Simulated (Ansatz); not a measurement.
Bi:

```xyz
4
Lattice="-4.4497 4.4497 2.0656 4.4497 -4.4497 2.0656 4.4497 4.4497 -2.0656" Properties=species:S:1:pos:R:3 pbc="T T T"
Bi    3.1535    1.2963    0.0000
Bi    1.2963    3.1535    2.0656
Bi    1.2963    5.7460    0.0000
Bi    3.1535   -1.2963    2.0656
```

This isn't the form of Bi at room conditions, which is rhombohedral.

```yaml
Program: Ansatz 0.2.0
Task: single point
Functional: PBEsol
Potentials_or_basis: all-electron LAPW, scalar-relativistic
Cutoff: 175 eV (chosen from the basis error)
Basis_error_allowed: 0.001 eV/atom
k_mesh: 7 × 7 × 7
Occupations: fermi-dirac, width 0.05 eV
Spin: no spin polarisation
```

On this cell: pressure -1.8 GPa; largest force 0.121 eV/Å; band gap on the k mesh none (metal or under the smearing width).

The same run follows on a disturbed copy (atoms moved at random, drawn with an rms of 0.05 Å):

```
Bi
1.0
    -4.44975    4.44975    2.06563
     4.44975   -4.44975    2.06563
     4.44975    4.44975   -2.06563
Bi
4
Direct
  0.14799 0.35691 0.50230
  0.85441 0.64374 0.49560
  0.65418 0.14783 0.79153
  0.34426 0.84668 0.21266
```

**Question.** What does the disturbed cell give?

**Answer.** The energy (extrapolated to zero smearing) moves by +0.1 meV/atom; pressure -1.6 GPa; largest force 0.142 eV/Å; band gap on the k mesh none (metal or under the smearing width).

Forces in eV/Å, atoms in the order of the input:
```
Bi   0.011 -0.053 -0.003
Bi   0.036  0.130 -0.021
Bi  -0.013 -0.138  0.031
Bi  -0.035  0.060 -0.007
```

Stress tensor (GPa, compression positive):
```
-1.31 -0.01  0.03
-0.01 -1.61  0.10
 0.03  0.10 -1.97
```

Caveats: spin-orbit coupling is left out, which moves the levels of the heavy elements.
